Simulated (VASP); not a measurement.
Wanted: the native input for a VASP 6.6.1 run.

```yaml
Task: single point
Functional: PBE
Potentials_or_basis: VASP PAW PBE potentials, release 64 (As)
Cutoff: 520 eV
k_mesh: 7 × 6 × 1
Occupations: fermi-dirac, width 0.05 eV
Spin: no spin polarisation
Dipole_correction: yes
Further_INCAR_settings: ALGO = Normal; EDIFF = 1e-07; NBANDS = 30
```

The structure of As lies in POSCAR:

```
As
1.0
    3.6500000000      0.0000000000      0.0000000000
    0.0000000000      4.4700000000      0.0000000000
    0.0000000000      0.0000000000     22.9200000000
As
8
Direct
    0.5000000000      0.9400000000      0.3272251309
    0.0000000000      0.5600000000      0.3272251309
    0.5000000000      0.0600000000      0.4328097731
    0.0000000000      0.4400000000      0.4328097731
    0.0000000000      0.9400000000      0.5671902269
    0.5000000000      0.5600000000      0.5671902269
    0.0000000000      0.0600000000      0.6727748691
    0.5000000000      0.4400000000      0.6727748691
```

The cell isn't the ideal one: the (0 1 0) slab of As, cut from the database cell, not relaxed.

The input as run:

INCAR

```
SYSTEM = As
  PREC = Accurate
  ENCUT = 520
  EDIFF = 1E-7
  ISMEAR = -1
  SIGMA = 0.05
  LREAL = .False.
  LASPH = .True.
  NELM = 60
  ALGO = Normal
  ISIF = 2
  LWAVE = .False.
  LCHARG = .False.
  LDIPOL = .True.
  IDIPOL = 3
  DIPOL = 0.5 0.5 0.500
  GGA = PE
  NBANDS = 30
```

KPOINTS

```
Automatic mesh
0
Gamma
  7 6 1
  0 0 0
```

Potentials or basis: VASP PAW PBE potentials, release 64 (As).

The run is started by

```bash
$ cat potpaw_PBE.64/As/POTCAR > POTCAR
$ mpirun -np 1 vasp_std > vasp.out
```

It gave:

The largest force is 0.171 eV/Å and the band gap on the k mesh is 0.11 eV, direct.

It took 3.5 min on 1 thread of Intel(R) Xeon(R) Platinum 8488C (Sapphire Rapids) (shared host), peak memory 0.45 GiB.
